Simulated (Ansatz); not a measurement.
# Ir: the cost of one run

Program: Ansatz 0.2.0. Level of theory: DFT PBE, scalar-relativistic, plane waves, PAW. These are calculated values, not measurements.

## 1. The structure to begin with

The structure is monoclinic, space group C2/m (No. 12). The conventional cell has a = 9.525 Å, b = 6.732 Å, c = 4.435 Å, α = 90.00°, β = 116.30°, γ = 90.00°. Around Ir (site symmetry m) lie 1 Ir at 1.43 Å. Around Ir (site symmetry 1) lie 1 Ir at 1.44 Å.

As a file:

```xyz
8
Lattice="4.7623 -3.3659 0.0000 4.7623 3.3659 0.0000 -1.9649 0.0000 3.9758" Properties=species:S:1:pos:R:3 pbc="T T T"
Ir    7.5254    0.0000    0.6918
Ir    0.0342    0.0000    3.2840
Ir    1.9966    0.0000    0.7395
Ir    5.5630    0.0000    3.2363
Ir    4.7495   -1.5692    0.7196
Ir    2.8101   -1.5692    3.2562
Ir    2.8101    1.5692    3.2562
Ir    4.7495    1.5692    0.7196
```

(A quick probe on a coarse mesh, which set the mesh and smearing, is not shown.)

## 3. Coarse relaxation

The input, input.yaml:

```yaml
crystal:
  lattice:
    - [4.7622747297, -3.365858664, 0.0]
    - [4.7622747297, 3.365858664, 0.0]
    - [-1.9649492099, 0.0, 3.9757644435]
  atoms:
    - { symbol: Ir, position: [0.826, 0.826, 0.174] }
    - { symbol: Ir, position: [0.174, 0.174, 0.826] }
    - { symbol: Ir, position: [0.248, 0.248, 0.186] }
    - { symbol: Ir, position: [0.752, 0.752, 0.814] }
    - { symbol: Ir, position: [0.7691, 0.3029, 0.181] }
    - { symbol: Ir, position: [0.6971, 0.2309, 0.819] }
    - { symbol: Ir, position: [0.2309, 0.6971, 0.819] }
    - { symbol: Ir, position: [0.3029, 0.7691, 0.181] }
basis:
  ecutwfc: 420
kpoints:
  mp_grid: { grid: [4, 4, 4] }
hamiltonian:
  xc: pbe
scf:
  occupations: { method: gaussian, width: 0.1 }
  lower_state_search: "off"
output:
  forces: true
  stress: true
  eigenvalues: true
relax:
  adjacent_minimum: "off"
  f_tol: 0.04
  max_steps: 70
  cell: { stress_tol: 0.4 }
```

Q: Estimate wall time and peak memory on 4 threads of an x86-64 CPU, shared host.

About 33 s, with a peak of 0.69 GiB.
